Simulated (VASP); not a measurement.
# TaAs (I4_1md) in VASP: a series of runs

Runs on TaAs. Level: PBEsol. Tasks: relaxation of the atoms, relaxation of cell and atoms.

Program: VASP 6.6.1. These are calculated values, not measurements. Logs are shortened: lines on timing, memory, paths and dates and some standing lists are left out, and cuts for length are marked.

### 1 Starting point

Symmetry: I4_1md, No. 109, tetragonal system. Conventional cell: a = 3.444 Å, b = 3.444 Å, c = 11.736 Å, α = 90.00°, β = 90.00°, γ = 90.00°. Ta (site symmetry 2mm) is surrounded by 6 As at 2.61 to 2.62 Å. Around As (site symmetry 2mm) lie 6 Ta at 2.61 to 2.62 Å.

The cell is a database's computed one.

### 2 Relaxation of the atoms, PBEsol

Contents of INCAR:

```
SYSTEM = TaAs
  ALGO = Fast
  EDIFF = 1E-7
  EDIFFG = -0.01
  ENCUT = 520
  GGA = PS
  IBRION = 2
  ISIF = 2
  ISMEAR = -1
  LASPH = .TRUE.
  LCHARG = .FALSE.
  LEFG = .TRUE.
  LREAL = .FALSE.
  LWAVE = .FALSE.
  NELM = 60
  NSW = 80
  PREC = Accurate
  SIGMA = 0.05
```

Contents of KPOINTS:

```
k-points
0
G
  13 13 13
  0 0 0
```

Contents of POSCAR:

```
TaAs
1.0
   -1.7218133622      1.7218133622      5.8679415361
    1.7218133622     -1.7218133622      5.8679415361
    1.7218133622      1.7218133622     -5.8679415361
Ta As
2 2
Direct
    0.4999673000      0.9999673000      0.5000000000
    0.7499673000      0.7499673000      0.0000000000
    0.0826321200      0.5826321200      0.5000000000
    0.3326321200      0.3326321200      0.0000000000
```

Potentials or basis: VASP PAW PBE potentials, release 64 (Ta_pv, As).

Run with:

```console
> cat potpaw_PBE.64/Ta_pv/POTCAR potpaw_PBE.64/As/POTCAR > POTCAR
> mpirun -np 1 vasp_std > vasp.out
```

OUTCAR:

```text
SYSTEM = TaAs
   EDIFF = 1E-7
   EDIFFG = -0.01
   ENCUT = 520
   GGA = PS
   IBRION = 2
   ISIF = 2
   ISMEAR = -1
   LASPH = .TRUE.
   LREAL = .FALSE.
   NELM = 60
   NSW = 80
   PREC = Accurate

 ion  position               nearest neighbor table
   1  0.500  1.000  0.500-   4 2.61   4 2.61   3 2.62   3 2.62   3 2.62   3 2.62   2 3.40   2 3.40
                             2 3.40   2 3.40
   2  0.750  0.750  0.000-   3 2.61   3 2.61   4 2.62   4 2.62   4 2.62   4 2.62   1 3.40   1 3.40
                             1 3.40   1 3.40
   3  0.083  0.583  0.500-   2 2.61   2 2.61   1 2.62   1 2.62   1 2.62   1 2.62
   4  0.333  0.333  0.000-   1 2.61   1 2.61   2 2.62   2 2.62   2 2.62   2 2.62

  LATTYP: Found a body centered tetragonal cell.
 ALAT       =     3.4436267244
 C/A-ratio  =     3.4080009279

  Lattice vectors:

 A1 = (  -1.7218133622,   1.7218133622,   5.8679415361)
 A2 = (   1.7218133622,  -1.7218133622,   5.8679415361)
 A3 = (   1.7218133622,   1.7218133622,  -5.8679415361)

Analysis of symmetry for initial positions (statically):
=====================================================================
 Subroutine PRICEL returns:
 Original cell was already a primitive cell.

 Routine SETGRP: Setting up the symmetry group for a
 body centered tetragonal supercell.

 Subroutine GETGRP returns: Found  8 space group operations
 (whereof  4 operations were pure point group operations)
 out of a pool of 16 trial point group operations.

The static configuration has the point symmetry C_2v.
 The point group associated with its full space group is C_4v.

Analysis of symmetry for dynamics (positions and initial velocities):
=====================================================================
 Subroutine PRICEL returns:
 Original cell was already a primitive cell.

 Routine SETGRP: Setting up the symmetry group for a
 body centered tetragonal supercell.

 Subroutine GETGRP returns: Found  8 space group operations
 (whereof  4 operations were pure point group operations)
 out of a pool of 16 trial point group operations.

The dynamic configuration has the point symmetry C_2v.
 The point group associated with its full space group is C_4v.

 Subroutine INISYM returns: Found  8 space group operations
 (whereof  4 operations are pure point group operations),
 and found     1 'primitive' translations

----------------------------------------------------------------------------------------

                                     Primitive cell

  volume of cell :      69.5854

  direct lattice vectors                    reciprocal lattice vectors
    -1.721813362  1.721813362  5.867941536     0.000000000  0.290391520  0.085208756
     1.721813362 -1.721813362  5.867941536     0.290391520  0.000000000  0.085208756
     1.721813362  1.721813362 -5.867941536     0.290391520  0.290391520  0.000000000

  length of vectors
     6.353111079  6.353111079  6.353111079     0.302634709  0.302634709  0.410675626

  position of ions in fractional coordinates (direct lattice)
     0.499967300  0.999967300  0.500000000
     0.749967300  0.749967300  0.000000000
     0.082632120  0.582632120  0.500000000
     0.332632120  0.332632120  0.000000000

  ion indices of the primitive-cell ions
   primitive index   ion index
                 1           1
                 2           2
                 3           3
                 4           4

----------------------------------------------------------------------------------------

 KPOINTS: k-points

Automatic generation of k-mesh.
 Grid dimensions read from file:
 generate k-points for:   13   13   13

 Generating k-lattice:

  Cartesian coordinates                     Fractional coordinates (reciprocal lattice)
     0.000000000  0.022337809  0.006554520     0.076923077  0.000000000  0.000000000
     0.022337809  0.000000000  0.006554520     0.000000000  0.076923077  0.000000000
     0.022337809  0.022337809  0.000000000     0.000000000  0.000000000  0.076923077

  Length of vectors
     0.023279593  0.023279593  0.031590433

  Shift w.r.t. Gamma in fractional coordinates (k-lattice)
     0.000000000  0.000000000  0.000000000

 Subroutine IBZKPT returns following result:
 ===========================================
[... 64 lines left out ...]
   EFERMI_NEDOS =   21; number of points for ismear=-14 and -15
   IALGO  =     68    algorithm
   IMIX   =      4    mixing-type and parameters
     AMIX     =   0.40;   BMIX     =  1.00
     AMIX_MAG =   1.60;   BMIX_MAG =  1.00
  volume/ion in A,a.u.               =      17.40       117.40
  Fermi-wavevector in a.u.,A,eV,Ry     =   1.263627  2.387909 21.725142  1.596753
  Thomas-Fermi vector in A             =   2.396974
   LORBIT       =      0    0 simple, 1 ext, 2 COOP (PROOUT), +10 PAW based schemes
   GGA     = PS    functional components
   LHFCALC =     F    Hartree Fock is set to
   AEXX    =    0.0000 exact exchange contribution
   IVDW    =     0    specifies the selected vdW correction
   LEPSILON=     F    determine dielectric tensor
   LRPA    =     F    only Hartree local field effects (RPA)
 conjugate gradient relaxation of ions
 non-spin polarized calculation
 RMM-DIIS sequential band-by-band and
  energy-cutoff  :      520.00
  volume of cell :       69.59
 maximum number of plane-waves:      1894
   NGX = 23   NGY = 23   NGZ = 23

--------------------------------------- Ionic step        1  -------------------------------------------

 number of electron      32.0000002 magnetization

 Free energy of the ion-electron system (eV)
  ---------------------------------------------------
  ext. energy  EPLUGINS =         0.00000000
  ---------------------------------------------------
  free energy    TOTEN  =       -37.71618312 eV

  energy without entropy =      -37.71211340  energy(sigma->0) =      -37.71414826

------------------------ aborting loop because EDIFF is reached ----------------------------------------

  FORCE on cell =-STRESS in cart. coord.  units (eV):
  Direction    XX          YY          ZZ          XY          YZ          ZX
  --------------------------------------------------------------------------------------
  -------------------------------------------------------------------------------------
  Total       -1.3002324     -1.3002324     -1.6161009      0.0000000      0.0000000      0.0000000
  in kB      -29.9373706    -29.9373706    -37.2101255      0.0000000      0.0000000      0.0000000
  external PRESSURE =     -32.3616222 kB  Pullay stress =       0.0000000 kB

 VOLUME and BASIS-vectors are now :
 -----------------------------------------------------------------------------
  energy-cutoff  :      520.00
  volume of cell :       69.59
      direct lattice vectors                 reciprocal lattice vectors
    -1.721813362  1.721813362  5.867941536     0.000000000  0.290391520  0.085208756
     1.721813362 -1.721813362  5.867941536     0.290391520  0.000000000  0.085208756
     1.721813362  1.721813362 -5.867941536     0.290391520  0.290391520  0.000000000

 POSITION                                       TOTAL-FORCE (eV/Angst)
 -----------------------------------------------------------------------------------
      1.72181     -0.00000      5.86756         0.000000     -0.000000      0.021872
      0.00000      0.00000      8.80153        -0.000000      0.000000      0.021872
      1.72181      0.00000      0.96976        -0.000000      0.000000     -0.021872
      0.00000      0.00000      3.90373         0.000000     -0.000000     -0.021872
 -----------------------------------------------------------------------------------
    total drift:                                0.000000      0.000000      0.000202

  FREE ENERGIE OF THE ION-ELECTRON SYSTEM (eV)
  ---------------------------------------------------
  free  energy   TOTEN  =       -37.7161831207 eV

  energy  without entropy=      -37.7121134046  energy(sigma->0) =      -37.71414826

--------------------------------------- Ionic step        2  -------------------------------------------

 number of electron      32.0000002 magnetization

 Free energy of the ion-electron system (eV)
  ---------------------------------------------------
  ext. energy  EPLUGINS =         0.00000000
  ---------------------------------------------------
  free energy    TOTEN  =       -37.71622309 eV

  energy without entropy =      -37.71214800  energy(sigma->0) =      -37.71418554

 E-fermi :   6.8159     XC(G=0): -12.0124

 val. band max:        6.8061468298   @ k =  -0.1538  -0.4615   0.1538
 cond. band min:       6.8522854587   @ k =  -0.0769  -0.4615   0.0769
 fundamental gap:      0.0461386289
 Fermi energy:         6.8158694959

 k-point     1 :       0.0000    0.0000    0.0000
  band No.  band energies     occupation
      1     -28.1135      2.00000
      2     -28.0701      2.00000
      3     -28.0701      2.00000
      4     -27.9216      2.00000
      5     -27.9216      2.00000
      6     -27.8754      2.00000
[... 541 lines left out ...]
     19       9.2959      0.00000
     20       9.7442      0.00000

 [... further k-points ...]
[... 5 lines left out ...]
  --------------------------------------------------------------------------------------
  -------------------------------------------------------------------------------------
  Total       -1.2886726     -1.2886726     -1.6478982      0.0000000      0.0000000      0.0000000
  in kB      -29.6712091    -29.6712091    -37.9422469      0.0000000      0.0000000      0.0000000
  external PRESSURE =     -32.4282217 kB  Pullay stress =       0.0000000 kB

 VOLUME and BASIS-vectors are now :
 -----------------------------------------------------------------------------
  energy-cutoff  :      520.00
  volume of cell :       69.59
      direct lattice vectors                 reciprocal lattice vectors
    -1.721813362  1.721813362  5.867941536     0.000000000  0.290391520  0.085208756
     1.721813362 -1.721813362  5.867941536     0.290391520  0.000000000  0.085208756
     1.721813362  1.721813362 -5.867941536     0.290391520  0.290391520  0.000000000

 POSITION                                       TOTAL-FORCE (eV/Angst)
 -----------------------------------------------------------------------------------
      0.00000      1.72181      0.00067        -0.000000      0.000000     -0.003176
      1.72181      1.72181      2.93464         0.000000     -0.000000     -0.003176
      1.72181      0.00000      0.96871        -0.000000     -0.000000      0.003176
      0.00000      0.00000      3.90268        -0.000000     -0.000000      0.003176
 -----------------------------------------------------------------------------------
    total drift:                                0.000000      0.000000     -0.001325

  FREE ENERGIE OF THE ION-ELECTRON SYSTEM (eV)
  ---------------------------------------------------
  free  energy   TOTEN  =       -37.7162230900 eV

  energy  without entropy=      -37.7121479991  energy(sigma->0) =      -37.71418554

 Electric field gradients (V/A^2)
---------------------------------------------------------------------
 ion       V_xx      V_yy      V_zz      V_xy      V_xz      V_yz
---------------------------------------------------------------------
   1      10.408   -23.169    12.760     0.000     0.000     0.000
   2     -23.169    10.408    12.760     0.000     0.000     0.000
   3      -6.183   -14.572    20.755    -0.000    -0.000    -0.000
   4     -14.572    -6.183    20.755    -0.000    -0.000    -0.000
---------------------------------------------------------------------

 Electric field gradients after diagonalization (V/A^2)
 (convention: |V_zz| > |V_xx| > |V_yy|)
----------------------------------------------------------------------
 ion       V_xx      V_yy      V_zz     asymmetry (V_yy - V_xx)/ V_zz
----------------------------------------------------------------------
   1      12.760    10.408   -23.169       0.102
   2      12.760    10.408   -23.169       0.102
   3     -14.572    -6.183    20.755       0.404
   4     -14.572    -6.183    20.755       0.404
----------------------------------------------------------------------

           NMR quadrupolar parameters

 Cq : quadrupolar parameter    Cq=e*Q*V_zz/h
 eta: asymmetry parameters     (V_yy - V_xx)/ V_zz
 Q  : nuclear electric quadrupole moment in mb (millibarn)
----------------------------------------------------------------------
 ion       Cq(MHz)       eta       Q (mb)
----------------------------------------------------------------------
   1      -0.056       0.102       1.000
   2      -0.056       0.102       1.000
   3       0.050       0.404       1.000
   4       0.050       0.404       1.000
----------------------------------------------------------------------

 reached required accuracy - stopping structural energy minimisation
```

Wall time 20 min (1 thread of Intel Xeon Platinum 8259CL at 2.50GHz (Skylake/Cascade Lake), shared host); peak memory 0.52 GiB.

Results:

| Quantity | Value |
| --- | --- |
| Free energy | -37.7162 eV |
| Energy gained by relaxing | 0.0 meV/atom |
| Ionic steps | 2 |
| Pressure after relaxing | -3.2 GPa |
| Largest force after relaxing | 0.003 eV/Å |
| Band gap on the k mesh | none (metal or under the smearing width) |

Forces on the atoms (eV/Å):
```
Ta   0.000  0.000 -0.003
Ta   0.000  0.000 -0.003
As   0.000  0.000  0.003
As   0.000  0.000  0.003
```

Stress tensor (GPa, compression positive):
```
-2.97  0.00  0.00
 0.00 -2.97  0.00
 0.00  0.00 -3.79
```

Final structure:
```xyz
4
Lattice="-1.7218 1.7218 5.8679 1.7218 -1.7218 5.8679 1.7218 1.7218 -5.8679" Properties=species:S:1:pos:R:3 pbc="T T T"
Ta    0.0000    1.7218    0.0007
Ta    1.7218    1.7218    2.9346
As    1.7218    0.0000    0.9687
As    0.0000    0.0000    3.9027
```

Electric field gradients, principal values (V/Å²):
| atom | Vxx | Vyy | Vzz |
| --- | --- | --- | --- |
| 1 Ta | 10.408 | 12.760 | -23.169 |
| 2 Ta | 10.408 | 12.760 | -23.169 |
| 3 As | -6.183 | -14.572 | 20.755 |
| 4 As | -6.183 | -14.572 | 20.755 |

Caveat: the PAW data sets were made with another functional, which shifts forces and pressure a little. Spin-orbit coupling is left out, which matters for the levels of Ta.

(Continued in part 2 of 2.)
